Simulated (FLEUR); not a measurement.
# CdSe under changes of volume

One of the cells (28.942 Å³/atom); the others are scaled copies at fixed shape and fractional positions:

```xyz
2
Lattice="0.0000 3.0703 3.0703 3.0703 0.0000 3.0703 3.0703 3.0703 0.0000" Properties=species:S:1:pos:R:3 pbc="T T T"
Cd    0.0000    0.0000    0.0000
Se    1.5351    1.5351    1.5351
```

Measurements of this composition are mostly on another form, of space group No. 186.

* Program: FLEUR MaX-R8.1 (later development tree)
* Functional: PW91
* Potentials or basis: all-electron
* Basis: FLAPW
* Kmax: 4.73 1/bohr
* k mesh: 8 × 8 × 8
* Occupations: fermi-dirac, width 0.05 eV
* Spin: no spin polarisation

```tsv
volume (Å³/atom)	energy over the lowest point (meV/atom)	gap on the mesh (eV)
27.206	31.25	0.63
27.784	16.30	0.59
28.942	0.47	0.51
30.100	0.00	0.43
30.679	?	?
```

**Question.** What does the run at 30.679 Å³/atom give?

**Answer.** Energy over the lowest point 4.02 meV/atom; gap on the mesh 0.39 eV.

Worked out: A Birch-Murnaghan fit of order 2 (a polynomial in V^(-2/3)) to the other rows has its minimum at 29.54 Å³/atom with B0 = V·E''(V) = 49 GPa. It gives 4.77 meV/atom at 30.679 Å³/atom, against the run's 4.02. A straight line through the other rows of the gap, of slope -1.98 eV per unit of ln V (its deformation potential), extrapolates to 0.39 eV, against the run's 0.39.

Energies are extrapolated to zero smearing.

Spin-orbit coupling on Cd, Se is left out.
